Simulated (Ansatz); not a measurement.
# Li: the cost of one run

Program: Ansatz 0.2.0. Level of theory: DFT PBE, scalar-relativistic, plane waves, PAW. These are calculated values, not measurements.

## 1. The system as given

It takes space group I4_1/amd (No. 141, tetragonal). The conventional cell has a = 7.503 Å, b = 7.503 Å, c = 2.874 Å, α = 90.00°, β = 90.00°, γ = 90.00°. Li (site symmetry 2/m) is surrounded by 6 Li at 2.75 to 2.87 Å.

As a file:

```
Li
1.0
    -3.75164    3.75164    1.43684
     3.75164   -3.75164    1.43684
     3.75164    3.75164   -1.43684
Li
4
Direct
  0.37500 0.62500 0.75000
  0.87500 0.62500 0.25000
  0.37500 0.12500 0.75000
  0.37500 0.62500 0.25000
```

The start is the relaxed end of an invented cell (made as: 6-connected net of one element (I4_1/amd, No. 141)), taken up again for a closer look.

## 2. The guess as it stands, on a coarse mesh

input.yaml

```yaml
crystal:
  lattice:
    - [-3.751642, 3.751642, 1.436838]
    - [3.751642, -3.751642, 1.436838]
    - [3.751642, 3.751642, -1.436838]
  atoms:
    - { symbol: Li, position: [0.375, 0.625, 0.75] }
    - { symbol: Li, position: [0.875, 0.625, 0.25] }
    - { symbol: Li, position: [0.375, 0.125, 0.75] }
    - { symbol: Li, position: [0.375, 0.625, 0.25] }
basis:
  ecutwfc: 420
kpoints:
  mp_grid: { grid: [6, 6, 6] }
hamiltonian:
  xc: pbe
scf:
  occupations: { method: gaussian, width: 0.1 }
  lower_state_search: "off"
output:
  forces: true
  stress: true
  eigenvalues: true
```

Launch:

```bash
$ ansatz run input.yaml --threads 1 --pin off --max-ram 3072MiB --backend cpu --events-out ev --progress --plain --runs-dir out
```

Q: Estimate wall time and peak memory on 1 thread of Intel Xeon Platinum 8175M at 2.50GHz (Skylake/Cascade Lake), shared host.

About 1.4 s, with a peak of 0.38 GiB.
